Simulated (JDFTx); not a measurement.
The system is Ba.

```
CELL_PARAMETERS angstrom
0.00000 3.23267 3.23267
3.23267 0.00000 3.23267
3.23267 3.23267 0.00000
ATOMIC_POSITIONS crystal
Ba 0.00000 0.00000 0.00000
```

This isn't the form of Ba at room conditions, which is bcc.

| Item | Value |
| --- | --- |
| Program | JDFTx 1.7.0 (patched build) |
| Task | single point |
| Functional | PBE |
| Potentials or basis | PseudoDojo-SR-PBE-0.5-standard with smoothed tails |
| Cutoff | 599 eV |
| Density cutoff | 2395 eV |
| k mesh | 7 × 7 × 7 |
| Occupations | fermi-dirac, width 0.05 eV |
| Spin | no spin polarisation |

On this cell: pressure -0.4 GPa; band gap on the k mesh none (metal or under the smearing width).

The same run follows on a disturbed copy (cell strained at random at fixed volume):

```
Ba
1.0
     0.03420    3.27748    3.27155
     3.18311    0.03534    3.27040
     3.19681    3.29003    0.02165
Ba
1
Direct
  0.00542 0.99204 0.00059
```

**Question.** What changes?

**Answer.** The energy (extrapolated to zero smearing) moves by +0.8 meV/atom; pressure -0.4 GPa; band gap on the k mesh none (metal or under the smearing width).

Stress tensor (GPa, compression positive):
```
-0.33 -0.15 -0.07
-0.15 -0.37 -0.06
-0.07 -0.06 -0.37
```

Caveats: the empty levels aren't tightly converged (some runs).
